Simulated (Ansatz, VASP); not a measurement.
# GaSb in two plane-wave programs, part 2 of 3

One calculation is typed for both programs; each brings its own data sets. How far apart do they land? The structure shown is the start of the Ansatz relaxation below; VASP solves that cell, so the two are compared at the walk's first step.

VASP 6.6.1 and Ansatz 0.2.0.

So far: Set-up; Ansatz: relaxation, r2SCAN.

### Step 3. VASP: single point, r2SCAN, start cell

Level of this step: r2SCAN; plane waves and PAW (Ga_d, Sb) (VASP).

The same cell, functional, mesh and smearing now go to VASP, with its own data sets.

Lines of VASP's logs that name or quote its potential files are left out, and so is its time.

The input, INCAR:

```
SYSTEM = GaSb
PREC = Accurate
ENCUT = 440
EDIFF = 1E-06
NELM = 120
ISMEAR = 0
SIGMA = 0.02
LREAL = .FALSE.
ALGO = Normal
METAGGA = R2SCAN
LASPH = .TRUE.
NBANDS = 15
LORBIT = 11
LWAVE = .FALSE.
LCHARG = .FALSE.
ISIF = 2
ISYM = 2
GGA_COMPAT = .FALSE.
EFERMI = MIDGAP
LMIXTAU = .TRUE.
KPAR = 2
```

The input, POSCAR:

```
GaSb
1.0
    0.0465590000      3.1124420000      3.0411020000
    3.1124420000      0.0465590000      3.0411020000
    3.1590000000      3.1590000000      0.0000000000
Ga Sb
1 1
Direct
    0.9986345410      0.9986345410      0.0013850859
    0.7513654590      0.7513654590      0.7486146767
```

The input, KPOINTS:

```
Points of the shifted mesh
1728
Reciprocal
 0.0416666667  0.0416666667  0.0416666667 1
 0.0416666667  0.0416666667  0.1250000000 1
 0.0416666667  0.0416666667  0.2083333333 1
 0.0416666667  0.0416666667  0.2916666667 1
 0.0416666667  0.0416666667  0.3750000000 1
 0.0416666667  0.0416666667  0.4583333333 1
 0.0416666667  0.0416666667  0.5416666667 1
 0.0416666667  0.0416666667  0.6250000000 1
 0.0416666667  0.0416666667  0.7083333333 1
 0.0416666667  0.0416666667  0.7916666667 1
 0.0416666667  0.0416666667  0.8750000000 1
 0.0416666667  0.0416666667  0.9583333333 1
 0.0416666667  0.1250000000  0.0416666667 1
 0.0416666667  0.1250000000  0.1250000000 1
 0.0416666667  0.1250000000  0.2083333333 1
 0.0416666667  0.1250000000  0.2916666667 1
 0.0416666667  0.1250000000  0.3750000000 1
 0.0416666667  0.1250000000  0.4583333333 1
 0.0416666667  0.1250000000  0.5416666667 1
 0.0416666667  0.1250000000  0.6250000000 1
 0.0416666667  0.1250000000  0.7083333333 1
 0.0416666667  0.1250000000  0.7916666667 1
 0.0416666667  0.1250000000  0.8750000000 1
 0.0416666667  0.1250000000  0.9583333333 1
 0.0416666667  0.2083333333  0.0416666667 1
 0.0416666667  0.2083333333  0.1250000000 1
 0.0416666667  0.2083333333  0.2083333333 1
 0.0416666667  0.2083333333  0.2916666667 1
 0.0416666667  0.2083333333  0.3750000000 1
 0.0416666667  0.2083333333  0.4583333333 1
 0.0416666667  0.2083333333  0.5416666667 1
 0.0416666667  0.2083333333  0.6250000000 1
 0.0416666667  0.2083333333  0.7083333333 1
 0.0416666667  0.2083333333  0.7916666667 1
 0.0416666667  0.2083333333  0.8750000000 1
 0.0416666667  0.2083333333  0.9583333333 1
 0.0416666667  0.2916666667  0.0416666667 1
 0.0416666667  0.2916666667  0.1250000000 1
 0.0416666667  0.2916666667  0.2083333333 1
 0.0416666667  0.2916666667  0.2916666667 1
 0.0416666667  0.2916666667  0.3750000000 1
 0.0416666667  0.2916666667  0.4583333333 1
 0.0416666667  0.2916666667  0.5416666667 1
 0.0416666667  0.2916666667  0.6250000000 1
 0.0416666667  0.2916666667  0.7083333333 1
 0.0416666667  0.2916666667  0.7916666667 1
 0.0416666667  0.2916666667  0.8750000000 1
 0.0416666667  0.2916666667  0.9583333333 1
 0.0416666667  0.3750000000  0.0416666667 1
 0.0416666667  0.3750000000  0.1250000000 1
 0.0416666667  0.3750000000  0.2083333333 1
 0.0416666667  0.3750000000  0.2916666667 1
 0.0416666667  0.3750000000  0.3750000000 1
 0.0416666667  0.3750000000  0.4583333333 1
 0.0416666667  0.3750000000  0.5416666667 1
 0.0416666667  0.3750000000  0.6250000000 1
 0.0416666667  0.3750000000  0.7083333333 1
 0.0416666667  0.3750000000  0.7916666667 1
 0.0416666667  0.3750000000  0.8750000000 1
 0.0416666667  0.3750000000  0.9583333333 1
 0.0416666667  0.4583333333  0.0416666667 1
 0.0416666667  0.4583333333  0.1250000000 1
 0.0416666667  0.4583333333  0.2083333333 1
 0.0416666667  0.4583333333  0.2916666667 1
 0.0416666667  0.4583333333  0.3750000000 1
 0.0416666667  0.4583333333  0.4583333333 1
 0.0416666667  0.4583333333  0.5416666667 1
 0.0416666667  0.4583333333  0.6250000000 1
 0.0416666667  0.4583333333  0.7083333333 1
 0.0416666667  0.4583333333  0.7916666667 1
 0.0416666667  0.4583333333  0.8750000000 1
 0.0416666667  0.4583333333  0.9583333333 1
 0.0416666667  0.5416666667  0.0416666667 1
 0.0416666667  0.5416666667  0.1250000000 1
 0.0416666667  0.5416666667  0.2083333333 1
 0.0416666667  0.5416666667  0.2916666667 1
 0.0416666667  0.5416666667  0.3750000000 1
 0.0416666667  0.5416666667  0.4583333333 1
 0.0416666667  0.5416666667  0.5416666667 1
 0.0416666667  0.5416666667  0.6250000000 1
 0.0416666667  0.5416666667  0.7083333333 1
 0.0416666667  0.5416666667  0.7916666667 1
 0.0416666667  0.5416666667  0.8750000000 1
 0.0416666667  0.5416666667  0.9583333333 1
 0.0416666667  0.6250000000  0.0416666667 1
 0.0416666667  0.6250000000  0.1250000000 1
 0.0416666667  0.6250000000  0.2083333333 1
 0.0416666667  0.6250000000  0.2916666667 1
 0.0416666667  0.6250000000  0.3750000000 1
 0.0416666667  0.6250000000  0.4583333333 1
 0.0416666667  0.6250000000  0.5416666667 1
 0.0416666667  0.6250000000  0.6250000000 1
 0.0416666667  0.6250000000  0.7083333333 1
 0.0416666667  0.6250000000  0.7916666667 1
 0.0416666667  0.6250000000  0.8750000000 1
 0.0416666667  0.6250000000  0.9583333333 1
 0.0416666667  0.7083333333  0.0416666667 1
 0.0416666667  0.7083333333  0.1250000000 1
 0.0416666667  0.7083333333  0.2083333333 1
 0.0416666667  0.7083333333  0.2916666667 1
 0.0416666667  0.7083333333  0.3750000000 1
 0.0416666667  0.7083333333  0.4583333333 1
 0.0416666667  0.7083333333  0.5416666667 1
 0.0416666667  0.7083333333  0.6250000000 1
 0.0416666667  0.7083333333  0.7083333333 1
 0.0416666667  0.7083333333  0.7916666667 1
 0.0416666667  0.7083333333  0.8750000000 1
 0.0416666667  0.7083333333  0.9583333333 1
 0.0416666667  0.7916666667  0.0416666667 1
 0.0416666667  0.7916666667  0.1250000000 1
 0.0416666667  0.7916666667  0.2083333333 1
 0.0416666667  0.7916666667  0.2916666667 1
[... 1390 lines left out ...]
 0.8750000000  0.4583333333  0.1250000000 1
 0.8750000000  0.4583333333  0.2083333333 1
 0.8750000000  0.4583333333  0.2916666667 1
 0.8750000000  0.4583333333  0.3750000000 1
 0.8750000000  0.4583333333  0.4583333333 1
 0.8750000000  0.4583333333  0.5416666667 1
 0.8750000000  0.4583333333  0.6250000000 1
 0.8750000000  0.4583333333  0.7083333333 1
 0.8750000000  0.4583333333  0.7916666667 1
 0.8750000000  0.4583333333  0.8750000000 1
 0.8750000000  0.4583333333  0.9583333333 1
 0.8750000000  0.5416666667  0.0416666667 1
 0.8750000000  0.5416666667  0.1250000000 1
 0.8750000000  0.5416666667  0.2083333333 1
 0.8750000000  0.5416666667  0.2916666667 1
 0.8750000000  0.5416666667  0.3750000000 1
 0.8750000000  0.5416666667  0.4583333333 1
 0.8750000000  0.5416666667  0.5416666667 1
 0.8750000000  0.5416666667  0.6250000000 1
 0.8750000000  0.5416666667  0.7083333333 1
 0.8750000000  0.5416666667  0.7916666667 1
 0.8750000000  0.5416666667  0.8750000000 1
 0.8750000000  0.5416666667  0.9583333333 1
 0.8750000000  0.6250000000  0.0416666667 1
 0.8750000000  0.6250000000  0.1250000000 1
 0.8750000000  0.6250000000  0.2083333333 1
 0.8750000000  0.6250000000  0.2916666667 1
 0.8750000000  0.6250000000  0.3750000000 1
 0.8750000000  0.6250000000  0.4583333333 1
 0.8750000000  0.6250000000  0.5416666667 1
 0.8750000000  0.6250000000  0.6250000000 1
 0.8750000000  0.6250000000  0.7083333333 1
 0.8750000000  0.6250000000  0.7916666667 1
 0.8750000000  0.6250000000  0.8750000000 1
 0.8750000000  0.6250000000  0.9583333333 1
 0.8750000000  0.7083333333  0.0416666667 1
 0.8750000000  0.7083333333  0.1250000000 1
 0.8750000000  0.7083333333  0.2083333333 1
 0.8750000000  0.7083333333  0.2916666667 1
 0.8750000000  0.7083333333  0.3750000000 1
 0.8750000000  0.7083333333  0.4583333333 1
 0.8750000000  0.7083333333  0.5416666667 1
 0.8750000000  0.7083333333  0.6250000000 1
 0.8750000000  0.7083333333  0.7083333333 1
 0.8750000000  0.7083333333  0.7916666667 1
 0.8750000000  0.7083333333  0.8750000000 1
 0.8750000000  0.7083333333  0.9583333333 1
 0.8750000000  0.7916666667  0.0416666667 1
 0.8750000000  0.7916666667  0.1250000000 1
 0.8750000000  0.7916666667  0.2083333333 1
 0.8750000000  0.7916666667  0.2916666667 1
 0.8750000000  0.7916666667  0.3750000000 1
 0.8750000000  0.7916666667  0.4583333333 1
 0.8750000000  0.7916666667  0.5416666667 1
 0.8750000000  0.7916666667  0.6250000000 1
 0.8750000000  0.7916666667  0.7083333333 1
 0.8750000000  0.7916666667  0.7916666667 1
 0.8750000000  0.7916666667  0.8750000000 1
 0.8750000000  0.7916666667  0.9583333333 1
 0.8750000000  0.8750000000  0.0416666667 1
 0.8750000000  0.8750000000  0.1250000000 1
 0.8750000000  0.8750000000  0.2083333333 1
 0.8750000000  0.8750000000  0.2916666667 1
 0.8750000000  0.8750000000  0.3750000000 1
 0.8750000000  0.8750000000  0.4583333333 1
 0.8750000000  0.8750000000  0.5416666667 1
 0.8750000000  0.8750000000  0.6250000000 1
 0.8750000000  0.8750000000  0.7083333333 1
 0.8750000000  0.8750000000  0.7916666667 1
 0.8750000000  0.8750000000  0.8750000000 1
 0.8750000000  0.8750000000  0.9583333333 1
 0.8750000000  0.9583333333  0.0416666667 1
 0.8750000000  0.9583333333  0.1250000000 1
 0.8750000000  0.9583333333  0.2083333333 1
 0.8750000000  0.9583333333  0.2916666667 1
 0.8750000000  0.9583333333  0.3750000000 1
 0.8750000000  0.9583333333  0.4583333333 1
 0.8750000000  0.9583333333  0.5416666667 1
 0.8750000000  0.9583333333  0.6250000000 1
 0.8750000000  0.9583333333  0.7083333333 1
 0.8750000000  0.9583333333  0.7916666667 1
 0.8750000000  0.9583333333  0.8750000000 1
 0.8750000000  0.9583333333  0.9583333333 1
 0.9583333333  0.0416666667  0.0416666667 1
 0.9583333333  0.0416666667  0.1250000000 1
 0.9583333333  0.0416666667  0.2083333333 1
 0.9583333333  0.0416666667  0.2916666667 1
 0.9583333333  0.0416666667  0.3750000000 1
 0.9583333333  0.0416666667  0.4583333333 1
 0.9583333333  0.0416666667  0.5416666667 1
 0.9583333333  0.0416666667  0.6250000000 1
 0.9583333333  0.0416666667  0.7083333333 1
 0.9583333333  0.0416666667  0.7916666667 1
 0.9583333333  0.0416666667  0.8750000000 1
 0.9583333333  0.0416666667  0.9583333333 1
 0.9583333333  0.1250000000  0.0416666667 1
 0.9583333333  0.1250000000  0.1250000000 1
 0.9583333333  0.1250000000  0.2083333333 1
 0.9583333333  0.1250000000  0.2916666667 1
 0.9583333333  0.1250000000  0.3750000000 1
 0.9583333333  0.1250000000  0.4583333333 1
 0.9583333333  0.1250000000  0.5416666667 1
 0.9583333333  0.1250000000  0.6250000000 1
 0.9583333333  0.1250000000  0.7083333333 1
 0.9583333333  0.1250000000  0.7916666667 1
 0.9583333333  0.1250000000  0.8750000000 1
 0.9583333333  0.1250000000  0.9583333333 1
 0.9583333333  0.2083333333  0.0416666667 1
 0.9583333333  0.2083333333  0.1250000000 1
 0.9583333333  0.2083333333  0.2083333333 1
 0.9583333333  0.2083333333  0.2916666667 1
 0.9583333333  0.2083333333  0.3750000000 1
 0.9583333333  0.2083333333  0.4583333333 1
 0.9583333333  0.2083333333  0.5416666667 1
 0.9583333333  0.2083333333  0.6250000000 1
 0.9583333333  0.2083333333  0.7083333333 1
 0.9583333333  0.2083333333  0.7916666667 1
 0.9583333333  0.2083333333  0.8750000000 1
 0.9583333333  0.2083333333  0.9583333333 1
 0.9583333333  0.2916666667  0.0416666667 1
 0.9583333333  0.2916666667  0.1250000000 1
 0.9583333333  0.2916666667  0.2083333333 1
 0.9583333333  0.2916666667  0.2916666667 1
 0.9583333333  0.2916666667  0.3750000000 1
 0.9583333333  0.2916666667  0.4583333333 1
 0.9583333333  0.2916666667  0.5416666667 1
 0.9583333333  0.2916666667  0.6250000000 1
 0.9583333333  0.2916666667  0.7083333333 1
 0.9583333333  0.2916666667  0.7916666667 1
 0.9583333333  0.2916666667  0.8750000000 1
 0.9583333333  0.2916666667  0.9583333333 1
 0.9583333333  0.3750000000  0.0416666667 1
 0.9583333333  0.3750000000  0.1250000000 1
 0.9583333333  0.3750000000  0.2083333333 1
 0.9583333333  0.3750000000  0.2916666667 1
 0.9583333333  0.3750000000  0.3750000000 1
 0.9583333333  0.3750000000  0.4583333333 1
 0.9583333333  0.3750000000  0.5416666667 1
 0.9583333333  0.3750000000  0.6250000000 1
 0.9583333333  0.3750000000  0.7083333333 1
 0.9583333333  0.3750000000  0.7916666667 1
 0.9583333333  0.3750000000  0.8750000000 1
 0.9583333333  0.3750000000  0.9583333333 1
 0.9583333333  0.4583333333  0.0416666667 1
 0.9583333333  0.4583333333  0.1250000000 1
 0.9583333333  0.4583333333  0.2083333333 1
 0.9583333333  0.4583333333  0.2916666667 1
 0.9583333333  0.4583333333  0.3750000000 1
 0.9583333333  0.4583333333  0.4583333333 1
 0.9583333333  0.4583333333  0.5416666667 1
 0.9583333333  0.4583333333  0.6250000000 1
 0.9583333333  0.4583333333  0.7083333333 1
 0.9583333333  0.4583333333  0.7916666667 1
 0.9583333333  0.4583333333  0.8750000000 1
 0.9583333333  0.4583333333  0.9583333333 1
 0.9583333333  0.5416666667  0.0416666667 1
 0.9583333333  0.5416666667  0.1250000000 1
 0.9583333333  0.5416666667  0.2083333333 1
 0.9583333333  0.5416666667  0.2916666667 1
 0.9583333333  0.5416666667  0.3750000000 1
 0.9583333333  0.5416666667  0.4583333333 1
 0.9583333333  0.5416666667  0.5416666667 1
 0.9583333333  0.5416666667  0.6250000000 1
 0.9583333333  0.5416666667  0.7083333333 1
 0.9583333333  0.5416666667  0.7916666667 1
 0.9583333333  0.5416666667  0.8750000000 1
 0.9583333333  0.5416666667  0.9583333333 1
 0.9583333333  0.6250000000  0.0416666667 1
 0.9583333333  0.6250000000  0.1250000000 1
 0.9583333333  0.6250000000  0.2083333333 1
 0.9583333333  0.6250000000  0.2916666667 1
 0.9583333333  0.6250000000  0.3750000000 1
 0.9583333333  0.6250000000  0.4583333333 1
 0.9583333333  0.6250000000  0.5416666667 1
 0.9583333333  0.6250000000  0.6250000000 1
 0.9583333333  0.6250000000  0.7083333333 1
 0.9583333333  0.6250000000  0.7916666667 1
 0.9583333333  0.6250000000  0.8750000000 1
 0.9583333333  0.6250000000  0.9583333333 1
 0.9583333333  0.7083333333  0.0416666667 1
 0.9583333333  0.7083333333  0.1250000000 1
 0.9583333333  0.7083333333  0.2083333333 1
 0.9583333333  0.7083333333  0.2916666667 1
 0.9583333333  0.7083333333  0.3750000000 1
 0.9583333333  0.7083333333  0.4583333333 1
 0.9583333333  0.7083333333  0.5416666667 1
 0.9583333333  0.7083333333  0.6250000000 1
 0.9583333333  0.7083333333  0.7083333333 1
 0.9583333333  0.7083333333  0.7916666667 1
 0.9583333333  0.7083333333  0.8750000000 1
 0.9583333333  0.7083333333  0.9583333333 1
 0.9583333333  0.7916666667  0.0416666667 1
 0.9583333333  0.7916666667  0.1250000000 1
 0.9583333333  0.7916666667  0.2083333333 1
 0.9583333333  0.7916666667  0.2916666667 1
 0.9583333333  0.7916666667  0.3750000000 1
 0.9583333333  0.7916666667  0.4583333333 1
 0.9583333333  0.7916666667  0.5416666667 1
 0.9583333333  0.7916666667  0.6250000000 1
 0.9583333333  0.7916666667  0.7083333333 1
 0.9583333333  0.7916666667  0.7916666667 1
 0.9583333333  0.7916666667  0.8750000000 1
 0.9583333333  0.7916666667  0.9583333333 1
 0.9583333333  0.8750000000  0.0416666667 1
 0.9583333333  0.8750000000  0.1250000000 1
 0.9583333333  0.8750000000  0.2083333333 1
 0.9583333333  0.8750000000  0.2916666667 1
 0.9583333333  0.8750000000  0.3750000000 1
 0.9583333333  0.8750000000  0.4583333333 1
 0.9583333333  0.8750000000  0.5416666667 1
 0.9583333333  0.8750000000  0.6250000000 1
 0.9583333333  0.8750000000  0.7083333333 1
 0.9583333333  0.8750000000  0.7916666667 1
 0.9583333333  0.8750000000  0.8750000000 1
 0.9583333333  0.8750000000  0.9583333333 1
 0.9583333333  0.9583333333  0.0416666667 1
 0.9583333333  0.9583333333  0.1250000000 1
 0.9583333333  0.9583333333  0.2083333333 1
 0.9583333333  0.9583333333  0.2916666667 1
 0.9583333333  0.9583333333  0.3750000000 1
 0.9583333333  0.9583333333  0.4583333333 1
 0.9583333333  0.9583333333  0.5416666667 1
 0.9583333333  0.9583333333  0.6250000000 1
 0.9583333333  0.9583333333  0.7083333333 1
 0.9583333333  0.9583333333  0.7916666667 1
 0.9583333333  0.9583333333  0.8750000000 1
 0.9583333333  0.9583333333  0.9583333333 1
```

Potentials, in the order of the species: Ga_d and Sb (PBE family, release 64).

Started as:

```console
> mpirun -np 2 vasp_std
```

The log of the run:

```text
[banner, memory and clock lines left out]
running    2 mpi-ranks, on    1 nodes
 distrk:  each k-point on    1 cores,    2 groups
 distr:  one band on    1 cores,    1 groups

 POSCAR found type information on POSCAR GaSb
 POSCAR found :  2 types and       2 ions
|                                                                             |
|               ----> ADVICE to this user running VASP <----                  |
|                                                                             |
|     You enforced a specific xc type in the INCAR file but a different       |
|     [... a line on the potential file left out ...]
|     I HOPE YOU KNOW WHAT YOU ARE DOING!                                     |
|                                                                             |

 LDA part: xc-table for (None), standard interpolation
 POSCAR, INCAR and KPOINTS ok, starting setup
 FFT: planning ... GRIDC
 FFT: planning ... GRID_SOFT
 FFT: planning ... GRID
 WAVECAR not read
 entering main loop
       N       E                     dE             d eps       ncg     rms          rms(c)
DAV:   1     0.464710491003E+02    0.46471E+02   -0.82652E+03 52463   0.137E+03
DAV:   2    -0.334881565768E+02   -0.79959E+02   -0.77287E+02 60184   0.289E+02
DAV:   3    -0.393364545314E+02   -0.58483E+01   -0.58334E+01 62277   0.664E+01
DAV:   4    -0.394362087131E+02   -0.99754E-01   -0.99738E-01 63953   0.982E+00
DAV:   5    -0.394385105442E+02   -0.23018E-02   -0.23018E-02 66569   0.131E+00    0.281E+00
DAV:   6    -0.375510684670E+02    0.18874E+01   -0.39267E-01 54682   0.978E+00    0.195E+00
DAV:   7    -0.376112275699E+02   -0.60159E-01   -0.37058E-01 56285   0.694E+00    0.597E-01
DAV:   8    -0.375780843227E+02    0.33143E-01   -0.25227E-01 52155   0.479E+00    0.184E-01
DAV:   9    -0.375862335581E+02   -0.81492E-02   -0.13672E-02 63810   0.984E-01    0.215E-01
DAV:  10    -0.375881959275E+02   -0.19624E-02   -0.20662E-03 57979   0.448E-01    0.381E-01
DAV:  11    -0.375915489285E+02   -0.33530E-02   -0.13936E-02 54710   0.848E-01    0.639E-02
DAV:  12    -0.375903090345E+02    0.12399E-02   -0.14437E-03 65420   0.293E-01    0.763E-02
DAV:  13    -0.375914586869E+02   -0.11497E-02   -0.38185E-04 55445   0.166E-01    0.667E-02
DAV:  14    -0.375915601487E+02   -0.10146E-03   -0.75157E-04 54374   0.195E-01    0.179E-02
DAV:  15    -0.375917181119E+02   -0.15796E-03   -0.10499E-04 56558   0.885E-02    0.127E-02
DAV:  16    -0.375917721957E+02   -0.54084E-04   -0.61333E-05 57279   0.549E-02    0.950E-03
DAV:  17    -0.375917723077E+02   -0.11197E-06   -0.12208E-06 57991   0.978E-03
   1 F= -.37591772E+02 E0= -.37591772E+02  d E =-.172887-123
```

(Part 2 of 3 ends here.)

[Lines on the potential files, build, host, timing and source positions are cut from VASP's logs without a mark.]

[Logs are printed without paths, hosts, clocks, repeated set-up lines and the standing remarks that a program may print on its own settings, such as how far it seeks lower states.]

[Hosts, paths, dates, database ids (printed as entryN), source tags and the programs' standing remarks are cut or masked in the printed files.]
